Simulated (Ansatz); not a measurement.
# NaCl: pressure series

The parent structure is NaCl in the rock salt structure (space group Fm-3m, No. 225; a = 5.696 Å).

Cell and atoms are relaxed at each pressure.

Levels (all Ansatz, a quantum-chemistry and plane-wave program, PAW, earlier PAW set): PBE (420 eV, no spin-orbit coupling); PBEsol (420 eV, scalar-relativistic without spin-orbit coupling).

The base cell above is that of PBE; each level relaxes its own structures.

| case | shift of the gap caused by the change, PBE | shift of the gap caused by the change, PBEsol |
|---|---|---|
| pressure −2 GPa | -0.37 eV | ? |
| pressure −1 GPa | -0.17 eV | -0.16 eV |
| pressure 3 GPa | +0.40 eV | ? |
| pressure 7 GPa | +0.81 eV | +0.77 eV |
| pressure 15 GPa | +1.44 eV | ? |
| pressure 30 GPa | +2.19 eV | ? |
| pressure 50 GPa | +1.71 eV | +1.36 eV |
| pressure 75 GPa | +1.20 eV | +0.83 eV |
| pressure 100 GPa | +0.74 eV | +0.36 eV |

Q: Complete the table.

A: 
- pressure −2 GPa, shift of the gap caused by the change, PBEsol: -0.34 eV
- pressure 3 GPa, shift of the gap caused by the change, PBEsol: +0.38 eV
- pressure 15 GPa, shift of the gap caused by the change, PBEsol: +1.39 eV
- pressure 30 GPa, shift of the gap caused by the change, PBEsol: +1.85 eV

The two levels differ by at most about 0.37 eV. They disagree on the order of pressure 50 GPa and pressure 15 GPa and of 1 more pair.

Load acts through the strain it causes; cell and atoms are relaxed under it. No phonon test of stability was made. No other phases were tried under pressure.
